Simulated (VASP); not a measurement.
The system is SnSe, a slab with vacuum.

```
Sn Se
1.0
     4.28533    0.00000    0.00000
     0.00000    4.28533    0.00000
     0.00000    0.00000   10.99069
Sn Se
2 2
Direct
  0.50000 0.00000 0.37223
  0.00000 0.50000 0.62777
  0.50000 0.00000 0.61604
  0.00000 0.50000 0.38396
```

Base run:

```yaml
Program: VASP 6.6.1
Functional: PBEsol
Potentials_or_basis: VASP PAW PBE potentials, release 64 (Sn_d, Se)
Cutoff: 520 eV
k_mesh: 6 × 6 × 4
Occupations: gaussian, width 0.05 eV
Spin: no spin polarisation
```

Its results: band gap on the k mesh 1.46 eV, direct; largest force 0.094 eV/Å.

**Question.** The run is repeated on the same cell with these changes: k mesh from 6 × 6 × 4 to 8 × 8 × 4. What comes out?

**Answer.** Band gap on the k mesh 0.97 eV, direct; largest force 0.091 eV/Å.

Caveats: the PAW data sets were made with another functional, which shifts forces and pressure a little; spin-orbit coupling is left out, which moves the levels of the heavy elements.

A k mesh can miss the band edges.
